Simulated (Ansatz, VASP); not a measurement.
Hf: VASP beside Ansatz

Contents of INCAR:

```
PREC = Accurate ; ENCUT = 520
EDIFF = 1E-6 ; ISMEAR = 0
SIGMA = 0.1 ; LREAL = False
LASPH = True ; NELM = 60
ALGO = Normal ; ISIF = 2
LWAVE = False ; LCHARG = False
GGA = PE ; NBANDS = 17
```

The input KPOINTS:

```
regular mesh
0
Gamma
  15 15 8
```

Contents of POSCAR:

```
Hf
1.0
    3.1764953895      0.0000000000      0.0000000000
   -1.5882476948      2.7509257023      0.0000000000
    0.0000000000      0.0000000000      5.4810367040
Hf
2
Direct
    0.3333333333      0.6666666667      0.2500000000
    0.6666666667      0.3333333333      0.7500000000
```

Input for Ansatz:

```yaml
crystal:
  lattice:
    - [3.1764953895, 0.0, 0.0]
    - [-1.5882476948, 2.7509257023, 0.0]
    - [0.0, 0.0, 5.481036704]
  atoms:
    - { symbol: Hf, position: [0.3333333333, 0.6666666667, 0.25] }
    - { symbol: Hf, position: [0.6666666667, 0.3333333333, 0.75] }
basis:
  ecutwfc: 420
kpoints:
  mp_grid: { grid: [15, 15, 8] }
hamiltonian:
  xc: pbe
scf:
  occupations: { method: gaussian, width: 0.1 }
output:
  forces: true
  stress: true
  eigenvalues: true
```

Alike in both runs: task single point; functional PBE; k mesh 15 × 15 × 8; occupations gaussian, width 0.1 eV; no spin polarisation.

|  | VASP | Ansatz |
| --- | --- | --- |
| version | VASP 6.6.1 | Ansatz 0.2.0 |
| potentials or method | VASP PAW PBE potentials, release 64 (Hf_pv) | scalar-relativistic, plane waves, PAW |
| plane-wave cutoff (eV) | 520 | 420 |
| valence electrons in the cell | 20 | 52 |

Ansatz gave:

- gap on the k mesh at the Fermi level (eV): none
- pressure (GPa): -5.8
- largest component of the traceless stress (GPa): 6.40

Which values does VASP return?

gap on the k mesh at the Fermi level (eV): none; pressure (GPa): -6.2; largest component of the traceless stress (GPa): 6.39.

A gap of «none» marks a metal or a gap that the smearing closes. The two sets of potentials don't hold the same shells in valence.

Spin-orbit coupling is left out, which matters for the levels of Hf.
